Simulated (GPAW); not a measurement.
# AlNi3 (Pm-3m) in GPAW: a series of runs

The runs below take AlNi3 through single point, with PBEsol.

All numbers are computed with GPAW 26.7.0; they aren't measurements. Logs are shortened: lines on timing, memory, paths and dates and some standing lists are left out, and cuts for length are marked. The log counts tension as positive stress, the text compression.

**1. The crystal as given**

Symmetry: Pm-3m, No. 221, cubic system. The conventional cell has a = 3.523 Å, b = 3.523 Å, c = 3.523 Å, α = 90.00°, β = 90.00°, γ = 90.00°. Ni (site symmetry 4/mmm) is surrounded by 8 Ni at 2.49 Å and 4 Al at 2.49 Å. Al (site symmetry m-3m) has 12 Ni at 2.49 Å as nearest neighbours.

The cell is a database's computed one.

**2. Single point, PBEsol**

Input file run.py:

```python
from ase import Atoms
from ase.dft.bandgap import bandgap
from ase.io import write
from ase.units import GPa
from gpaw import GPAW, PW, setup_paths

setup_paths.insert(0, '.')

atoms = Atoms(['Ni', 'Ni', 'Ni', 'Al'],
              cell=[[3.5230547267, 0.0, 0.0],
                    [0.0, 3.5230547267, 0.0],
                    [0.0, 0.0, 3.5230547267]],
              scaled_positions=[[0.5, 0.5, 0.0],
                                [0.5, 0.0, 0.5],
                                [0.0, 0.5, 0.5],
                                [0.0, 0.0, 0.0]],
              pbc=True)

calc = GPAW(mode=PW(600),
            xc='PBEsol',
            kpts={'size': (8, 8, 8), 'gamma': True},
            occupations={'name': 'fermi-dirac', 'width': 0.05},
            nbands=45,
            convergence={'density': 1e-05, 'energy': 1e-05},
            maxiter=150,
            txt='gpaw.txt')
atoms.calc = calc
energy = atoms.get_potential_energy()
forces = atoms.get_forces()
stress = atoms.get_stress()
calc.write('gs.gpw')
write('result.traj', atoms)
print(f'Energy: {energy:.6f} eV')
print('Forces (eV/A):')
print(forces.round(4))
print('Stress (GPa):', (stress / GPa).round(3))
print('Fermi level:', round(calc.get_fermi_level(), 4), 'eV')
print(f'Gap: {bandgap(calc)[0]:.4f} eV, direct: {bandgap(calc, direct=True)[0]:.4f} eV')
```

Potentials or basis: PAW data sets generated in the run's folder for this functional, pw.

Started as:

```sh
$ gpaw-setup -f PBEsol Al Ni
$ OMP_NUM_THREADS=1 python run.py
```

gpaw.txt:

```text
__  _  _
 | _ |_)|_||  |
 |__||  | ||/\| - 26.7.0

Input parameters:
  mode=PW(ecut=600.0),
  convergence={'density': 1e-05, 'energy': 1e-05},
  kpts=MonkhorstPack(size=(8, 8, 8), gamma=True),
  maxiter=150,
  nbands=45,
  occupations=Occupations(name='fermi-dirac', width=0.05),
  xc=XC(name='PBEsol')

Diagonalizing LCAO Hamiltonian
Converting LCAO to pw mode
   .--------.
  /|        |
 * |        |
 |Ni        |
 | .-Ni-----.
 |/   Ni   /
 Al-------*

Atoms  # Å, Bohr magnetons
|   | symbol |        x |        y |        z |    initial magnetic moments |
|---|--------|----------|----------|----------|-----------------------------|
| 0 |     Ni | 1.761527 | 1.761527 | 0.000000 | ( 0.0000,  0.0000,  0.0000) |
| 1 |     Ni | 1.761527 | 0.000000 | 1.761527 | ( 0.0000,  0.0000,  0.0000) |
| 2 |     Ni | 0.000000 | 1.761527 | 1.761527 | ( 0.0000,  0.0000,  0.0000) |
| 3 |     Al | 0.000000 | 0.000000 | 0.000000 | ( 0.0000,  0.0000,  0.0000) |

Unit cell  # Å
| periodic |        x |        y |        z |  lengths |    angles |
|----------|----------|----------|----------|----------|-----------|
|      yes | 3.523055 | 0.000000 | 0.000000 | 3.523055 | 90.000000 |
|      yes | 0.000000 | 3.523055 | 0.000000 | 3.523055 | 90.000000 |
|      yes | 0.000000 | 0.000000 | 3.523055 | 3.523055 | 90.000000 |

Number of symmetries: 48
Symmetry operations  # r_c * U_cc + t_c -> r_c
|    | kind |            matrix            |
|----|------|------------------------------|
|  0 |  E   |  1, 0, 0,  0, 1, 0,  0, 0, 1 |
|  1 |  σ   |  1, 0, 0,  0, 1, 0,  0, 0,-1 |
|  2 |  σ   |  1, 0, 0,  0, 0, 1,  0, 1, 0 |
|  3 |  C4  |  1, 0, 0,  0, 0, 1,  0,-1, 0 |
|  4 |  C4  |  1, 0, 0,  0, 0,-1,  0, 1, 0 |
|  5 |  σ   |  1, 0, 0,  0, 0,-1,  0,-1, 0 |
|  6 |  σ   |  1, 0, 0,  0,-1, 0,  0, 0, 1 |
|  7 |  C2  |  1, 0, 0,  0,-1, 0,  0, 0,-1 |
|  8 |  σ   |  0, 1, 0,  1, 0, 0,  0, 0, 1 |
|  9 |  C2  |  0, 1, 0,  1, 0, 0,  0, 0,-1 |
| 10 |  C3  |  0, 1, 0,  0, 0, 1,  1, 0, 0 |
| 11 |  S6  |  0, 1, 0,  0, 0, 1, -1, 0, 0 |
| 12 |  S6  |  0, 1, 0,  0, 0,-1,  1, 0, 0 |
| 13 |  C3  |  0, 1, 0,  0, 0,-1, -1, 0, 0 |
| 14 |  C4  |  0, 1, 0, -1, 0, 0,  0, 0, 1 |
| 15 |  S4  |  0, 1, 0, -1, 0, 0,  0, 0,-1 |
| 16 |  C3  |  0, 0, 1,  1, 0, 0,  0, 1, 0 |
| 17 |  S6  |  0, 0, 1,  1, 0, 0,  0,-1, 0 |
| 18 |  σ   |  0, 0, 1,  0, 1, 0,  1, 0, 0 |
| 19 |  C4  |  0, 0, 1,  0, 1, 0, -1, 0, 0 |
| 20 |  C2  |  0, 0, 1,  0,-1, 0,  1, 0, 0 |
| 21 |  S4  |  0, 0, 1,  0,-1, 0, -1, 0, 0 |
| 22 |  S6  |  0, 0, 1, -1, 0, 0,  0, 1, 0 |
| 23 |  C3  |  0, 0, 1, -1, 0, 0,  0,-1, 0 |
| 24 |  S6  |  0, 0,-1,  1, 0, 0,  0, 1, 0 |
| 25 |  C3  |  0, 0,-1,  1, 0, 0,  0,-1, 0 |
| 26 |  C4  |  0, 0,-1,  0, 1, 0,  1, 0, 0 |
| 27 |  σ   |  0, 0,-1,  0, 1, 0, -1, 0, 0 |
| 28 |  S4  |  0, 0,-1,  0,-1, 0,  1, 0, 0 |
| 29 |  C2  |  0, 0,-1,  0,-1, 0, -1, 0, 0 |
| 30 |  C3  |  0, 0,-1, -1, 0, 0,  0, 1, 0 |
| 31 |  S6  |  0, 0,-1, -1, 0, 0,  0,-1, 0 |
| 32 |  C4  |  0,-1, 0,  1, 0, 0,  0, 0, 1 |
| 33 |  S4  |  0,-1, 0,  1, 0, 0,  0, 0,-1 |
| 34 |  S6  |  0,-1, 0,  0, 0, 1,  1, 0, 0 |
| 35 |  C3  |  0,-1, 0,  0, 0, 1, -1, 0, 0 |
| 36 |  C3  |  0,-1, 0,  0, 0,-1,  1, 0, 0 |
| 37 |  S6  |  0,-1, 0,  0, 0,-1, -1, 0, 0 |
| 38 |  σ   |  0,-1, 0, -1, 0, 0,  0, 0, 1 |
| 39 |  C2  |  0,-1, 0, -1, 0, 0,  0, 0,-1 |
| 40 |  σ   | -1, 0, 0,  0, 1, 0,  0, 0, 1 |
| 41 |  C2  | -1, 0, 0,  0, 1, 0,  0, 0,-1 |
[... 72 lines left out ...]
    |   4p |  0.000 |      -1.193 |    1.207 |
    |   3d |  8.000 |      -8.901 |    1.138 |
    |    s |        |      21.550 |    1.164 |
    |    d |        |      18.310 |    1.138 |

    Using partial waves for Ni as LCAO basis

  Al:
    name:    Aluminium
    Z:       13.0
    valence: 3
    core:    10
    charge:  0.0  # [|e|]
    compensation charges:
      type: gauss
      rc: 0.34  # [Å]
      lmax: 2
    cutoffs:
      filter: 1.91  # [Å]
      core: 2.36  # [Å]
    projectors
    | kind |    occ | energy [eV] | rcut [Å] |
    |------|--------|-------------|----------|
    |   3s |  2.000 |      -7.715 |    1.085 |
    |   3p |  1.000 |      -2.689 |    1.085 |
    |    s |        |      19.497 |    1.085 |
    |    p |        |      24.522 |    1.085 |
    |    d |        |       0.000 |    1.085 |

    Using partial waves for Al as LCAO basis

Reference energy: -130587.894217  # eV

eigensolver:
  PPCG
  Converge bands: occupied
  niter=2

density mixing:
  MSR1-Mixer
  Pratt-step length: 0.05
  Maximum mixing coefficient: 0.75
  Old densities: 10
  SVD Regularization: 0.005
  Good broyden scale: 1.0
  Trust region scale: 1.0
  Backstep threshold: 4.0
  History deletion threshold: 6.0
  Fourier metric: weight=20.0, sigma=0.015

occupation numbers:
  Fermi-Dirac:
    width: 0.0500  # eV

poisson solver:
  ecut: 4800.0  # eV

xc functional:
  name: PBEsol with 2 nearest neighbor stencil

convergence criteria:
- Maximum integral of absolute [dens]ity change: 1e-05 electrons / valence electron
- Maximum [total energy] change in last 3 cyles: 1e-05 eV / valence electron
- Maximum integral of absolute [eigenst]ate change: 4e-08 eV^2 / valence electron
maximum number of iterations: 150

SCF iterations
|iter     | |      energy | eigst |  dens |
|---------|-|-------------|-------|-------|
|iter:   1| |  -29.445548 | +0.63 |       |
|iter:   2| |  -29.540124 | -1.34 | -1.50 |
|iter:   3| |  -29.539536 | -3.04 | -1.67 |
|iter:   4| |  -29.600189 | -2.94 | -1.82 |
|iter:   5| |  -29.678437 | -2.56 | -2.08 |
|iter:   6| |  -29.696343 | -3.37 | -2.46 |
|iter:   7| |  -29.699363 | -4.05 | -2.70 |
|iter:   8| |  -29.698956 | -5.26 | -2.90 |
|iter:   9| |  -29.698947c| -7.43c| -4.10 |
|iter:  10| |  -29.698946c| -7.58c| -4.76 |
|iter:  11| |  -29.698947c| -8.77c| -5.77c|

Converged in 11 steps
Energy contributions relative to reference atoms: (reference = -130587.894217)

Energy contributions:
  Kinetic:          22.757421
  Coulomb:         -14.008389
  Zero:              0.228235
  External:          0.000000
  Xc:              -38.654855
  Entropy:          -0.042718
  Spinorbit:         0.000000
  ----------------------------
  Free energy:     -29.720306
  Extrapolated:    -29.698947

dipole moment: (-13.251900, -13.251900, -13.251900)  # |e|*Ang

Fermi level: 8.793
Eigenvalues  # (at kpt = [0.000, 0.000, 0.000])
| band index |      eig [eV] | occ [0-2] |
|------------|---------------|-----------|
|          0 |       -54.521 |     2.000 |
|        ... |               |           |
|         14 |         5.474 |     2.000 |
|         15 |         5.474 |     2.000 |
|         16 |         7.502 |     2.000 |
|         17 |         7.502 |     2.000 |
|         18 |         7.502 |     2.000 |
|         19 |         8.361 |     2.000 |
[... 8 lines left out ...]
|         28 |        15.652 |     0.000 |
|         29 |        15.652 |     0.000 |
|        ... |               |           |
|         44 |        34.897 |     0.000 |

No gap
No difference between direct/indirect transitions

Forces  # eV/Ang
|       x |        y |       z |
|---------|----------|---------|
| 0.00000 |  0.00000 | 0.00000 |  # Ni   0
| 0.00000 |  0.00000 | 0.00000 |  # Ni   1
| 0.00000 | -0.00000 | 0.00000 |  # Ni   2
| 0.00000 |  0.00000 | 0.00000 |  # Al   3

Stress tensor  # eV/Ang^3
|         x |         y |         z |
|-----------|-----------|-----------|
| -0.007233 |  0.000000 |  0.000000 |
|  0.000000 | -0.007233 |  0.000000 |
|  0.000000 |  0.000000 | -0.007233 |

# Writing to gs.gpw (mode='')
```

Run time: 36 s. Hardware: 1 thread of Arm Neoverse V2, shared host; peak memory 0.19 GiB.

Results:

```yaml
Free_energy: -29.7203 eV
Pressure: 1.2 GPa
Band_gap_on_the_k_mesh: none (metal or under the smearing width)
```

Caveat: the stock nickel data set gives pressures a few GPa off other programs. Spin polarisation is off, so any magnetic state and its effect on volume and gap are missing.

**3. Single point, PBEsol, collinear spin, ferromagnetic start**

run.py: that of step 2 with these lines changed.

```diff
@@ -17,2 +17,3 @@
               pbc=True)
+atoms.set_initial_magnetic_moments([1.0, 1.0, 1.0, 0.0])
 
@@ -36,2 +37,3 @@
 print('Stress (GPa):', (stress / GPa).round(3))
+print('Moments:', calc.get_magnetic_moments().round(3))
 print('Fermi level:', round(calc.get_fermi_level(), 4), 'eV')
```

Potentials or basis: PAW data sets generated in the run's folder for this functional, pw.

Started as:

```sh
$ gpaw-setup -f PBEsol Al Ni
$ OMP_NUM_THREADS=1 python run.py
```

Wall time 79 s (1 thread of Arm Neoverse V2, shared host); peak memory 0.23 GiB.

Results (log left out):

| Property | Result |
| --- | --- |
| Free energy | -29.7271 eV |
| Pressure | 1.4 GPa |
| Band gap on the k mesh | none (metal or under the smearing width) |
| Net moment | 0.67 μB per cell |
| Site moments | Ni +0.25; Al -0.01 μB |

Levels at points of the mesh, in eV from the Fermi level:
Spin up:
| k point | band 22 | band 23 | band 24 | band 25 | band 26 | band 27 | band 28 | band 29 | band 30 | band 31 |
| --- | --- | --- | --- | --- | --- | --- | --- | --- | --- | --- |
| (0.00, 0.00, 0.00) | -0.23 | -0.02 | -0.02 | -0.02 | 0.76 | 0.76 | 0.76 | 6.79 | 6.79 | 7.67 |
| (0.50, 0.00, 0.00) | -1.25 | -1.21 | -1.08 | -0.49 | -0.02 | 5.61 | 5.61 | 5.70 | 5.70 | 6.57 |
| (0.50, 0.50, 0.00) | -1.35 | -1.26 | -1.00 | -0.97 | -0.59 | 0.93 | 0.93 | 8.28 | 8.28 | 8.48 |
| (0.50, 0.50, 0.50) | -1.34 | -1.08 | -1.08 | -0.41 | -0.21 | -0.21 | -0.21 | 3.71 | 4.20 | 4.20 |
Spin down:
```csv
k point,band 21,band 22,band 23,band 24,band 25,band 26,band 27,band 28,band 29,band 30
"(0.00, 0.00, 0.00)",-0.36,0.04,0.37,0.37,0.37,0.74,0.74,0.74,6.88,6.88
"(0.50, 0.00, 0.00)",-1.06,-0.98,-0.98,-0.85,-0.29,0.37,5.67,5.67,5.76,5.76
"(0.50, 0.50, 0.00)",-1.17,-1.17,-1.13,-0.78,-0.64,-0.46,1.20,1.20,8.33,8.33
"(0.50, 0.50, 0.50)",-1.18,-1.18,-0.90,-0.90,-0.42,0.13,0.13,0.13,3.81,4.39
```

Caveat: the stock nickel data set gives pressures a few GPa off other programs.

**4. Single point, PBEsol, collinear spin, antiferromagnetic start**

run.py: that of step 3 with these lines changed.

```diff
@@ -17,3 +17,3 @@
               pbc=True)
-atoms.set_initial_magnetic_moments([1.0, 1.0, 1.0, 0.0])
+atoms.set_initial_magnetic_moments([1.0, -1.0, 1.0, 0.0])
```

Started as:

```sh
$ gpaw-setup -f PBEsol Al Ni
$ OMP_NUM_THREADS=1 python run.py
```

It took 3.1 min on 1 thread of Arm Neoverse V2, shared host; peak memory 0.33 GiB.

It converged, with:

* Free energy: -29.7271 eV
* Pressure: 1.4 GPa
* Band gap on the k mesh: none (metal or under the smearing width)
* Net moment: 0.67 μB per cell
* Site moments: Ni +0.25; Al -0.01 μB

Levels at points of the mesh, in eV from the Fermi level:
Spin up:
| k point | band 24 | band 25 | band 26 | band 27 | band 28 | band 29 |
| --- | --- | --- | --- | --- | --- | --- |
| (0.00, 0.00, 0.00) | -0.02 | -0.02 | 0.76 | 0.76 | 0.76 | 6.79 |
| (0.00, 0.50, 0.00) | -1.08 | -0.49 | -0.02 | 5.61 | 5.61 | 5.70 |
| (0.50, 0.00, 0.00) | -1.08 | -0.49 | -0.02 | 5.61 | 5.61 | 5.70 |
| (0.50, 0.00, 0.50) | -1.00 | -0.97 | -0.59 | 0.93 | 0.93 | 8.28 |
| (0.50, 0.50, 0.00) | -1.00 | -0.97 | -0.59 | 0.93 | 0.93 | 8.28 |
| (0.50, 0.50, 0.50) | -1.08 | -0.41 | -0.21 | -0.21 | -0.21 | 3.71 |
Spin down:
| k point | band 23 | band 24 | band 25 | band 26 | band 27 | band 28 |
| --- | --- | --- | --- | --- | --- | --- |
| (0.00, 0.00, 0.00) | 0.37 | 0.37 | 0.37 | 0.74 | 0.74 | 0.74 |
| (0.00, 0.50, 0.00) | -0.98 | -0.85 | -0.29 | 0.37 | 5.67 | 5.67 |
| (0.50, 0.00, 0.00) | -0.98 | -0.85 | -0.29 | 0.37 | 5.67 | 5.67 |
| (0.50, 0.00, 0.50) | -1.13 | -0.78 | -0.64 | -0.46 | 1.20 | 1.20 |
| (0.50, 0.50, 0.00) | -1.13 | -0.78 | -0.64 | -0.46 | 1.20 | 1.20 |
| (0.50, 0.50, 0.50) | -0.90 | -0.90 | -0.42 | 0.13 | 0.13 | 0.13 |

Caveat: the stock nickel data set gives pressures a few GPa off other programs.

(Part 1 of 2 ends here.)
